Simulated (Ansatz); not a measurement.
# ZnS (F-43m): the host for defect calculations, part 2 of 2

Before any defect goes in: ZnS (F-43m) at rest, and how it screens a charge.

Ansatz 0.2.0; plane-wave PAW DFT, PBEsol; relaxation of the host's cell and atoms; PAW set soft_1 (the session's first sound run).

So far, mean electronic dielectric tensor: step 3 (dielectric tensors of the host) 6.08. The relaxed cell has a = 5.356 Å (conventional setting).

**4. Host on a dense mesh**

This step: plane-wave PAW DFT, PBEsol; single point of the defect-free host, a test of the k-point sampling; PAW set soft_1 (Ansatz 0.2.0).

The input, dense/input.yaml:

```yaml
crystal:
  lattice:
    - [0.0, 2.67817774, 2.67817774]
    - [2.67817774, 0.0, 2.67817774]
    - [2.67817774, 2.67817774, 0.0]
  atoms:
    - { symbol: Zn, position: [0.0, 0.0, 0.0] }
    - { symbol: S, position: [0.75, 0.75, 0.75] }
basis:
  ecutwfc: 420
  xc_grid: 2
hamiltonian:
  xc: pbesol
  pseudopotentials: { kind: paw, azcp: { folder: soft_1 }, xc_functional: pbe }
kpoints:
  mp_grid: { grid: [9, 9, 9] }
scf:
  occupations: { method: fermi_dirac, width: 0.01 }
  max_iter: 100
  lower_state_search: "off"
checkpoint:
  write: "../dense.run"
  compress: false
  write_wavefunctions: false
  write_every: 100000
```

Started as:

```console
ansatz run input.yaml --threads 32 --pin off --max-ram 84787MiB --backend cuda --events-out ev --progress --plain --runs-dir out --max-vram 78GiB
```

Numbers of over 12 decimals in the logs are rounded to 6 here.

Log:

```text
[...]
GPU FFT provider: cuFFT
GPU libraries: cuBLAS 13.8.1, cuFFT 12.4.0, cuSOLVER 12.3.2
[...]
Crystal: 2 atoms, lattice volume = 38.419 Å³
Basis set: ecut = 420 eV, 749 PW (Γ), exchange–correlation on 54×54×54 points (8 copies of the dense FFT grid, shifted against one another)
Bands: 13, of which v1, the nominal top of the filled ones, is band 9 counted from 1 (8 counted from 0)
Symmetry: 24 space group operations
[...]
k-points: 35 of 729 (time reversal used)
[...]
GPU buffer pool allocated for 19683 grid points (all kernels)
[...]
SCF iter   1: F=—  HF=-4167.525281 eV  |Δ(HF+E_count)|=         —  Δρ=3.86e-2  dr2=3.28e-1  Hψ=3361
[...]
SCF iter   7: F=-4167.440800 eV  HF=-4167.440800 eV  |Δ(HF+E_count)|=   6.10e-8  Δρ=7.59e-6  dr2=1.68e-8  Hψ=1587
SCF 1 converged in 7 iterations: F = -4167.440800 eV  dr2 = 1.68e-8
[...]
SCF converged after 7 iterations
Free energy (F): -4167.440800 eV
[...]
Internal energy: -4167.440800 eV  (E = F + TS)
E sigma→0 (E₀):  -4167.440800 eV
Fermi energy:    7.066343 eV
[...]
```

The job ended after 0.83 s (1 × NVIDIA GB200 with 32 threads of Arm Neoverse V2, shared host; peak memory 0.98 GiB; 2 s of CPU time).

**5. Defect free supercell at the zone centre**

The supercell is run at the zone centre, to see how far that sampling misses the dense mesh.

System of this step: ZnS (F-43m). The cell holds 250 atoms: 125 Zn and 125 S. Its edges and angles: a = 18.938 Å, b = 18.938 Å, c = 18.938 Å, α = 60.0°, β = 60.0°, γ = 60.0°.

The input, pristine.sampling_gamma/input.yaml:

```yaml
crystal:
  lattice:
    - [0.0, 13.3908886998, 13.3908886998]
    - [13.3908886998, 0.0, 13.3908886998]
    - [13.3908886998, 13.3908886998, 0.0]
  atoms:
    - { symbol: Zn, position: [0.0, 0.0, 0.0] }
    - { symbol: S, position: [0.15, 0.15, 0.15] }
    - { symbol: Zn, position: [0.0, 0.0, 0.2] }
    - { symbol: S, position: [0.15, 0.15, 0.35] }
    - { symbol: Zn, position: [0.0, 0.0, 0.4] }
    - { symbol: S, position: [0.15, 0.15, 0.55] }
    - { symbol: Zn, position: [0.0, 0.0, 0.6] }
    - { symbol: S, position: [0.15, 0.15, 0.75] }
    - { symbol: Zn, position: [0.0, 0.0, 0.8] }
    - { symbol: S, position: [0.15, 0.15, 0.95] }
    - { symbol: Zn, position: [0.0, 0.2, 0.0] }
    - { symbol: S, position: [0.15, 0.35, 0.15] }
    - { symbol: Zn, position: [0.0, 0.2, 0.2] }
    - { symbol: S, position: [0.15, 0.35, 0.35] }
    - { symbol: Zn, position: [0.0, 0.2, 0.4] }
    - { symbol: S, position: [0.15, 0.35, 0.55] }
    - { symbol: Zn, position: [0.0, 0.2, 0.6] }
    - { symbol: S, position: [0.15, 0.35, 0.75] }
    - { symbol: Zn, position: [0.0, 0.2, 0.8] }
    - { symbol: S, position: [0.15, 0.35, 0.95] }
    - { symbol: Zn, position: [0.0, 0.4, 0.0] }
    - { symbol: S, position: [0.15, 0.55, 0.15] }
    - { symbol: Zn, position: [0.0, 0.4, 0.2] }
    - { symbol: S, position: [0.15, 0.55, 0.35] }
    - { symbol: Zn, position: [0.0, 0.4, 0.4] }
    - { symbol: S, position: [0.15, 0.55, 0.55] }
    - { symbol: Zn, position: [0.0, 0.4, 0.6] }
    - { symbol: S, position: [0.15, 0.55, 0.75] }
    - { symbol: Zn, position: [0.0, 0.4, 0.8] }
    - { symbol: S, position: [0.15, 0.55, 0.95] }
[... 214 atom lines left out ...]
    - { symbol: Zn, position: [0.8, 0.8, 0.4] }
    - { symbol: S, position: [0.95, 0.95, 0.55] }
    - { symbol: Zn, position: [0.8, 0.8, 0.6] }
    - { symbol: S, position: [0.95, 0.95, 0.75] }
    - { symbol: Zn, position: [0.8, 0.8, 0.8] }
    - { symbol: S, position: [0.95, 0.95, 0.95] }
basis:
  ecutwfc: 420
  xc_grid: 2
hamiltonian:
  xc: pbesol
  pseudopotentials: { kind: paw, azcp: { folder: soft_1 }, xc_functional: pbe }
kpoints:
  mp_grid: { grid: [1, 1, 1] }
scf:
  occupations: { method: fermi_dirac, width: 0.01 }
  max_iter: 100
  lower_state_search: "off"
checkpoint:
  write: "../pristine.sampling_gamma.run"
  compress: false
  write_wavefunctions: false
  write_every: 100000
```

Log:

```text
[...]
GPU FFT provider: cuFFT
GPU libraries: cuBLAS 13.8.1, cuFFT 12.4.0, cuSOLVER 12.3.2
[...]
Crystal: 250 atoms, lattice volume = 4802.399 Å³
Basis set: ecut = 420 eV, 93729 PW (Γ), exchange–correlation on 256×256×256 points (8 copies of the dense FFT grid, shifted against one another)
Bands: 1375, of which v1, the nominal top of the filled ones, is band 1125 counted from 1 (1124 counted from 0)
Symmetry: 3000 space group operations
[...]
k-points: 1
[...]
GPU buffer pool allocated for 2097152 grid points (all kernels)
[...]
SCF iter   1: F=—  HF=-520939.250080 eV  |Δ(HF+E_count)|=         —  Δρ=3.87e-2  dr2=4.16e1  Hψ=6943
[...]
SCF iter   5: F=—  HF=-520928.436999 eV  |Δ(HF+E_count)|=   9.91e-2  Δρ=3.92e-4  dr2=9.61e-3  Hψ=2068
automatic band count: iteration 5 solves 1304 bands in place of 1375: the levels show a gap, and the empty bands left out lie too high to hold charge; the band table lists the bands solved (type scf.n_extra_bands for more)
SCF iter   6: F=—  HF=-520928.450487 eV  |Δ(HF+E_count)|=   1.35e-2  Δρ=2.27e-4  dr2=2.47e-3  Hψ=2260
[...]
SCF iter  10: F=-520928.449408 eV  HF=-520928.449408 eV  |Δ(HF+E_count)|=   1.64e-7  Δρ=3.66e-7  dr2=7.00e-9  Hψ=3430
SCF 1 converged in 10 iterations: F = -520928.449408 eV  dr2 = 7.00e-9
[...]
SCF converged after 10 iterations
Free energy (F): -520928.449408 eV
[...]
Internal energy: -520928.449408 eV  (E = F + TS)
E sigma→0 (E₀):  -520928.449408 eV
Fermi energy:    7.073224 eV
[...]
```

Elapsed: 3.5 s, on 1 × NVIDIA GB200 with 32 threads; peak memory 1.5 GiB; 7.3 s of CPU time.

**6. Outcome**

```json
{
  "primitive cell vectors, lengths": "3.788, 3.788, 3.788 Å",
  "electronic dielectric constant": "6.08",
  "static dielectric constant": "8.98",
  "gap on the k-mesh of the response run (PBEsol)": "2.08 eV",
  "energy an atom at the zone centre alone less that on the dense mesh": "0.007 eV"
}
```

In words: Step 2: The cell shrank by 1.7 % in volume. The k-mesh can miss the band edges, so this gap is an upper bound at this level. All at zero temperature.

[Logs are printed without paths, hosts, clocks, repeated set-up lines and the standing remarks that a program may print on its own settings, such as how far it seeks lower states.]

[Hosts, paths, dates, database ids (printed as entryN), source tags and the programs' standing remarks are cut or masked in the printed files.]

[Runs of the host that timed out are not shown.]

[For some hosts the program warned that the k-mesh of the response run may be too coarse for force constants and the static dielectric constant; such warnings are not always shown.]

[The program warned that the k-mesh of a response run behind this text may be too coarse: force constants, and the static dielectric constant and all else formed from them, are not shown converged.]
